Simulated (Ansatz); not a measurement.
**MoP4: zone-centre modes**

Computed with DFT PBEsol, scalar-relativistic, plane waves, PAW (Ansatz 0.2.0). Settings: 420 eV plane-wave cutoff, Γ-centred 8×8×8 mesh, Fermi-Dirac smearing of 0.15 eV. No spin polarisation. Phonons by linear response, acoustic sum rule imposed.

Equilibrium structure at this level:
```xyz
10
Lattice="2.6482 -5.5554 0.0047 2.6482 5.5554 0.0047 -2.0355 0.0000 5.4114" Properties=species:S:1:pos:R:3 pbc="T T T"
Mo    2.1393   -4.9078    1.3575
Mo    1.1216    4.9078    4.0633
P     0.0874    1.0606    3.6925
P     2.1557    1.0606    4.4341
P     3.1735   -1.0606    1.7283
P     1.1052   -1.0606    0.9867
P     1.0802    2.4491    1.0304
P     3.1984    2.4491    1.6847
P     2.1807   -2.4491    4.3904
P     0.0624   -2.4491    3.7361
```

In a metal, frequencies and elastic constants depend on the k mesh and the smearing, soft modes and shear constants most. A semilocal functional can close a gap that the real compound has.

Optical modes at Γ; i marks an imaginary frequency:
```tsv
frequency (THz)	degeneracy
4.40	1
4.74	1
5.50	1
6.09	1
6.77	1
7.00	1
7.24	1
8.36	1
8.62	1
9.06	1
9.20	1
9.31	1
9.63	1
9.73	1
9.93	1
10.42	1
11.12	1
12.71	1
12.74	1
12.93	1
13.13	1
13.18	1
13.40	1
13.60	1
14.54	1
14.86	1
15.89	1
```

All 27 optical modes at Γ are real: no displacement of atoms at fixed cell lowers the energy to second order. Strains and modes at other wave vectors aren't tested by this run.

Cost: 1 run of about 66 core-minutes, on Intel Xeon Processor @ 2.50GHz (Skylake/Cascade Lake) (shared hosts).